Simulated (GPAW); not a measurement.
BP:

```
P B
1.0
     0.00000    2.26900    2.26900
     2.26900    0.00000    2.26900
     2.26900    2.26900    0.00000
P B
1 1
Direct
  0.25000 0.25000 0.25000
  0.00000 0.00000 0.00000
```

Base run:

| Property | Result |
| --- | --- |
| Program | GPAW 26.7.0 |
| Functional | vdW-DF |
| Potentials or basis | GPAW PAW data sets (gpaw-data 1.2.1) |
| Cutoff | 800 eV |
| Basis | pw |
| k mesh | 10 × 10 × 10 |
| Occupations | fermi-dirac, width 0.05 eV |
| Spin | no spin polarisation |

Its results: band gap on the k mesh 1.48 eV, indirect (least direct gap 3.52 eV).

Problem. After a change of settings the same cell gave: band gap on the k mesh 1.42 eV, indirect (least direct gap 3.46 eV). Which change was it?
A. functional from vdW-DF to revTPSS; band points from 80 to 100
B. functional from vdW-DF to RPBE; potentials or basis from GPAW PAW data sets (gpaw-data 1.2.1) to the program's PAW data sets (release 1.2.1) made for this functional
C. functional from vdW-DF to mBEEF; band points from 80 to 100
D. functional from vdW-DF to BEEF-vdW

Solution. D.

Not every run made on this cell is shown here.
